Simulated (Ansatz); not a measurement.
**Straining Ta2C**

These are results of Ansatz, DFT PBEsol, scalar-relativistic, plane waves, PAW, not measurements. Run with 420 eV cutoff, 18×18×10 k-mesh, Gaussian smearing of 0.10 eV, no spin polarisation.

Reference structure (relaxed):

```xyz
3
Lattice="3.0953 0.0000 0.0000 -1.5477 2.6806 0.0000 0.0000 0.0000 4.9211" Properties=species:S:1:pos:R:3 pbc="T T T"
Ta    0.0000    1.7871    1.2444
Ta    1.5477    0.8935    3.6767
C     0.0000    0.0000    0.0000
```

Deformation: biaxial strain in the a-b plane, with the length and tilt of c and the atoms relaxed, all within the symmetry that the strain leaves. Energies are extrapolated to zero smearing.

Spin–orbit coupling is left out, which can shift energies with elements as heavy as these.

| strain (%) | ΔE (meV/atom) | a (Å) | b (Å) | c (Å) |
| --- | --- | --- | --- | --- |
| -3.0 | 46.9 | 3.002 | 3.002 | 5.009 |
| -2.0 | 20.3 | 3.033 | 3.033 | 4.979 |
| -1.0 | 4.9 | 3.064 | 3.064 | 4.950 |
| +0.0 | 0.0 | 3.095 | 3.095 | 4.921 |
| +1.0 | 4.9 | 3.126 | 3.126 | 4.894 |
| +2.0 | 18.9 | 3.157 | 3.157 | 4.866 |
| +3.0 | 41.3 | 3.188 | 3.188 | 4.839 |

**Question.** What stiffness (1/V) d²E/dε² at zero strain does a cubic fit over all points give?

**Answer.** A cubic fit gives (1/V) d²E/dε² = 1154 GPa at zero strain (twice the biaxial modulus).

**Question.** How does the free axis c answer a small strain?

**Answer.** Between the innermost points its strain is -0.57 times the applied one.

Cost: 7 runs of about 8.2 core-minutes in all, on Arm Neoverse V1 (shared hosts).